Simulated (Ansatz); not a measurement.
RuS2 (Laurite):

```xyz
12
Lattice="5.6106 0.0000 0.0000 0.0000 5.6106 0.0000 0.0000 0.0000 5.6106" Properties=species:S:1:pos:R:3 pbc="T T T"
Ru    0.0000    2.8053    2.8053
Ru    2.8053    2.8053    0.0000
Ru    2.8053    0.0000    2.8053
Ru    0.0000    0.0000    0.0000
S     2.1787    0.6266    4.9840
S     0.6266    4.9840    2.1787
S     4.9840    2.1787    0.6266
S     3.4319    3.4319    3.4319
S     3.4319    4.9840    0.6266
S     4.9840    0.6266    3.4319
S     0.6266    3.4319    4.9840
S     2.1787    2.1787    2.1787
```

```yaml
Program: Ansatz 0.2.0
Task: relaxation of cell and atoms
Functional: LDA
Potentials_or_basis: Ansatz PAW
Cutoff: "420 eV (not typed: the program's choice for these potentials)"
k_mesh: 5 × 5 × 5
Occupations: fermi-dirac, width 0.05 eV
Spin: no spin polarisation
```

At the start: volume 14.72 Å³/atom.

Q: Where does the relaxation end?

A: It ends after 6 steps and the volume is 14.24 Å³/atom (-3.2 %); space group Pa-3 (No. 205, to 0.05 Å).

Step by step:
```csv
step,energy change (eV),largest force (eV/Å),volume (Å³)
1,0.0000,0.3618,176.62
2,-0.1440,0.0980,170.19
3,-0.1471,0.0684,170.79
4,-0.1480,0.0342,170.91
5,-0.1482,0.0007,170.93
6,-0.1473,0.0006,170.93
```

Final structure:
```
CELL_PARAMETERS angstrom
5.54978 0.00000 0.00000
0.00000 5.54978 0.00000
0.00000 0.00000 5.54978
ATOMIC_POSITIONS crystal
Ru 0.00000 0.50000 0.50000
Ru 0.50000 0.50000 0.00000
Ru 0.50000 0.00000 0.50000
Ru 0.00000 0.00000 0.00000
S 0.38613 0.11387 0.88613
S 0.11387 0.88613 0.38613
S 0.88613 0.38613 0.11387
S 0.61387 0.61387 0.61387
S 0.61387 0.88613 0.11387
S 0.88613 0.11387 0.61387
S 0.11387 0.61387 0.88613
S 0.38613 0.38613 0.38613
```

Caveat: the plane-wave basis is chosen anew once the cell has moved, so the energies of steps on either side of that aren't comparable; the PAW data sets come from PBE, with cores solved anew for the run's functional, which leaves a small shift of forces and pressure.
